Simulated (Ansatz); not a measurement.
# Bands of LiH

```xyz
2
Lattice="0.0000 2.1449 2.1449 2.1449 0.0000 2.1449 2.1449 2.1449 0.0000" Properties=species:S:1:pos:R:3 pbc="T T T"
Li    0.0000    0.0000    0.0000
H     1.0724    1.0724    1.0724
```

Atom numbers follow the list: Li1, H2.

The structure comes from a relaxation in the same program, started in the zincblende type, and has space group F-43m. Whether it is a known phase or the ground state wasn't checked.

These are results of DFT, PBE, all-electron LAPW, scalar-relativistic (Ansatz 0.2.0), not measurements.

The runs use a Γ-centred 13×13×13 k mesh, Fermi–Dirac smearing of 0.05 eV, basis error target 0.25 meV/atom, no spin polarisation.

Points in fractions of the reciprocal vectors of this cell: Γ (0, 0, 0), X (-0.5, -0.5, 0), U (-0.375, -0.375, 0.25), K (-0.375, 0, 0.375), L (0, 0, 0.5), W (-0.5, -0.25, 0.25). The path joins them by straight lines in the order Γ–X–U–K–Γ–L–W–X; legs that retrace an earlier one aren't tabulated. Energies are in eV from the top of the valence band.

Metal or insulator at this level of theory?

An insulator or semiconductor: gap 4.20 eV, indirect from W (-0.5, -0.25, 0.25) to L (0, 0, 0.5).

Tabulate bands 1 to 4, counted from the lowest band of the run, along the path.


```json
{"k (1/Å)": "0.00", "point": "Γ", "band 1": "-43.33", "band 2": "-3.71", "band 3": "13.06", "band 4": "17.25"}
{"k (1/Å)": "0.21", "point": "", "band 1": "-43.33", "band 2": "-3.60", "band 3": "12.55", "band 4": "16.18"}
{"k (1/Å)": "0.42", "point": "", "band 1": "-43.33", "band 2": "-3.28", "band 3": "11.44", "band 4": "14.61"}
{"k (1/Å)": "0.63", "point": "", "band 1": "-43.32", "band 2": "-2.77", "band 3": "10.27", "band 4": "13.24"}
{"k (1/Å)": "0.84", "point": "", "band 1": "-43.32", "band 2": "-2.09", "band 3": "9.20", "band 4": "12.15"}
{"k (1/Å)": "1.05", "point": "", "band 1": "-43.31", "band 2": "-1.32", "band 3": "8.27", "band 4": "11.36"}
{"k (1/Å)": "1.26", "point": "", "band 1": "-43.31", "band 2": "-0.64", "band 3": "7.51", "band 4": "10.37"}
{"k (1/Å)": "1.46", "point": "X", "band 1": "-43.30", "band 2": "-0.35", "band 3": "7.17", "band 4": "9.95"}
{"k (1/Å)": "1.54", "point": "", "band 1": "-43.30", "band 2": "-0.34", "band 3": "7.16", "band 4": "9.55"}
{"k (1/Å)": "1.61", "point": "", "band 1": "-43.30", "band 2": "-0.32", "band 3": "7.12", "band 4": "8.99"}
{"k (1/Å)": "1.69", "point": "", "band 1": "-43.30", "band 2": "-0.29", "band 3": "6.99", "band 4": "8.54"}
{"k (1/Å)": "1.76", "point": "", "band 1": "-43.30", "band 2": "-0.25", "band 3": "6.73", "band 4": "8.29"}
{"k (1/Å)": "1.83", "point": "", "band 1": "-43.30", "band 2": "-0.20", "band 3": "6.36", "band 4": "8.24"}
{"k (1/Å)": "1.91", "point": "", "band 1": "-43.30", "band 2": "-0.17", "band 3": "5.96", "band 4": "8.31"}
{"k (1/Å)": "1.98", "point": "U", "band 1": "-43.30", "band 2": "-0.16", "band 3": "5.60", "band 4": "8.45"}
{"k (1/Å)": "2.11", "point": "", "band 1": "-43.30", "band 2": "-0.17", "band 3": "5.48", "band 4": "8.48"}
{"k (1/Å)": "2.24", "point": "", "band 1": "-43.31", "band 2": "-0.18", "band 3": "5.44", "band 4": "8.42"}
{"k (1/Å)": "2.37", "point": "", "band 1": "-43.31", "band 2": "-0.18", "band 3": "5.43", "band 4": "8.37"}
{"k (1/Å)": "2.50", "point": "", "band 1": "-43.31", "band 2": "-0.18", "band 3": "5.43", "band 4": "8.37"}
{"k (1/Å)": "2.62", "point": "", "band 1": "-43.31", "band 2": "-0.18", "band 3": "5.44", "band 4": "8.42"}
{"k (1/Å)": "2.75", "point": "", "band 1": "-43.30", "band 2": "-0.17", "band 3": "5.48", "band 4": "8.48"}
{"k (1/Å)": "2.88", "point": "K", "band 1": "-43.30", "band 2": "-0.16", "band 3": "5.60", "band 4": "8.45"}
{"k (1/Å)": "3.10", "point": "", "band 1": "-43.31", "band 2": "-0.40", "band 3": "5.10", "band 4": "9.14"}
{"k (1/Å)": "3.32", "point": "", "band 1": "-43.31", "band 2": "-1.06", "band 3": "5.60", "band 4": "10.11"}
{"k (1/Å)": "3.55", "point": "", "band 1": "-43.32", "band 2": "-1.89", "band 3": "6.86", "band 4": "11.29"}
{"k (1/Å)": "3.77", "point": "", "band 1": "-43.32", "band 2": "-2.65", "band 3": "8.62", "band 4": "12.68"}
{"k (1/Å)": "3.99", "point": "", "band 1": "-43.33", "band 2": "-3.23", "band 3": "10.62", "band 4": "14.28"}
{"k (1/Å)": "4.21", "point": "", "band 1": "-43.33", "band 2": "-3.59", "band 3": "12.39", "band 4": "16.03"}
{"k (1/Å)": "4.43", "point": "Γ", "band 1": "-43.33", "band 2": "-3.71", "band 3": "13.06", "band 4": "17.25"}
{"k (1/Å)": "4.61", "point": "", "band 1": "-43.33", "band 2": "-3.63", "band 3": "12.60", "band 4": "16.35"}
{"k (1/Å)": "4.80", "point": "", "band 1": "-43.33", "band 2": "-3.39", "band 3": "11.16", "band 4": "15.74"}
{"k (1/Å)": "4.98", "point": "", "band 1": "-43.33", "band 2": "-3.00", "band 3": "9.28", "band 4": "15.72"}
{"k (1/Å)": "5.16", "point": "", "band 1": "-43.32", "band 2": "-2.48", "band 3": "7.43", "band 4": "15.44"}
{"k (1/Å)": "5.34", "point": "", "band 1": "-43.32", "band 2": "-1.87", "band 3": "5.82", "band 4": "15.20"}
{"k (1/Å)": "5.52", "point": "", "band 1": "-43.31", "band 2": "-1.32", "band 3": "4.65", "band 4": "15.08"}
{"k (1/Å)": "5.70", "point": "L", "band 1": "-43.31", "band 2": "-1.07", "band 3": "4.20", "band 4": "15.04"}
{"k (1/Å)": "5.85", "point": "", "band 1": "-43.31", "band 2": "-1.03", "band 3": "4.24", "band 4": "14.36"}
{"k (1/Å)": "6.00", "point": "", "band 1": "-43.31", "band 2": "-0.90", "band 3": "4.36", "band 4": "12.93"}
{"k (1/Å)": "6.15", "point": "", "band 1": "-43.31", "band 2": "-0.70", "band 3": "4.58", "band 4": "11.39"}
{"k (1/Å)": "6.29", "point": "", "band 1": "-43.31", "band 2": "-0.46", "band 3": "4.88", "band 4": "9.95"}
{"k (1/Å)": "6.44", "point": "", "band 1": "-43.31", "band 2": "-0.23", "band 3": "5.30", "band 4": "8.66"}
{"k (1/Å)": "6.59", "point": "", "band 1": "-43.30", "band 2": "-0.06", "band 3": "5.84", "band 4": "7.57"}
{"k (1/Å)": "6.74", "point": "W", "band 1": "-43.30", "band 2": "0.00", "band 3": "6.36", "band 4": "6.86"}
{"k (1/Å)": "6.84", "point": "", "band 1": "-43.30", "band 2": "-0.02", "band 3": "6.45", "band 4": "6.88"}
{"k (1/Å)": "6.95", "point": "", "band 1": "-43.30", "band 2": "-0.07", "band 3": "6.73", "band 4": "6.92"}
{"k (1/Å)": "7.05", "point": "", "band 1": "-43.30", "band 2": "-0.15", "band 3": "6.98", "band 4": "7.17"}
{"k (1/Å)": "7.16", "point": "", "band 1": "-43.30", "band 2": "-0.23", "band 3": "7.05", "band 4": "7.77"}
{"k (1/Å)": "7.26", "point": "", "band 1": "-43.30", "band 2": "-0.29", "band 3": "7.11", "band 4": "8.49"}
{"k (1/Å)": "7.37", "point": "", "band 1": "-43.30", "band 2": "-0.34", "band 3": "7.16", "band 4": "9.31"}
{"k (1/Å)": "7.47", "point": "X", "band 1": "-43.30", "band 2": "-0.35", "band 3": "7.17", "band 4": "9.95"}
```

Kohn–Sham gaps of semilocal functionals usually fall short of measured ones.
